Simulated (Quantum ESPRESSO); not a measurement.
**ZnF2 under changes of volume**

One of the cells (11.561 Å³/atom); the others are scaled copies at fixed shape and fractional positions:

```
CELL_PARAMETERS angstrom
4.70480 0.00000 0.00000
0.00000 4.70480 0.00000
0.00000 0.00000 3.13380
ATOMIC_POSITIONS crystal
Zn 0.50000 0.50000 0.50000
Zn 0.00000 0.00000 0.00000
F 0.80240 0.19760 0.50000
F 0.69760 0.69760 0.00000
F 0.19760 0.80240 0.50000
F 0.30240 0.30240 0.00000
```

* Program: Quantum ESPRESSO 7.5
* Functional: PBE
* Potentials or basis: SSSP 1.3 efficiency PBE
* Cutoff: 748 eV
* Density cutoff: 5987 eV
* k mesh: 6 × 6 × 9
* Occupations: fermi-dirac, width 0.05 eV
* Spin: no spin polarisation

| volume (Å³/atom) | energy over the lowest point (meV/atom) | pressure (GPa) | gap on the mesh (eV) |
| --- | --- | --- | --- |
| 10.868 | 57.80 | 15.4 | 3.67 |
| 11.099 | 37.93 | 12.0 | 3.63 |
| 11.330 | 22.74 | 8.9 | 3.59 |
| 11.561 | 11.77 | 6.1 | 3.55 |
| 11.792 | 4.56 | 3.6 | 3.52 |
| 12.024 | ? | ? | ? |
| 12.255 | 0.00 | -0.6 | 3.45 |

Question: What does the run at 12.024 Å³/atom give?

Answer: Energy over the lowest point 0.75 meV/atom; pressure 1.4 GPa; gap on the mesh 3.48 eV.

Worked out: A Birch-Murnaghan fit of order 3 (a polynomial in V^(-2/3)) to the other rows has its minimum at 12.20 Å³/atom with B0 = V·E''(V) = 103 GPa and B' = 4.6 at fixed shape and positions, which overstates the stiffness. It gives 0.74 meV/atom at 12.024 Å³/atom, against the run's 0.75, and -dE/dV = 1.5 GPa, against 1.4. A straight line through the other rows of the gap, of slope -1.83 eV per unit of ln V (its deformation potential), gives 3.48 eV, against the run's 3.48.

Energies are extrapolated to zero smearing.

Caveats: an odd mesh through Γ misses points on the zone boundary, where band edges often lie.
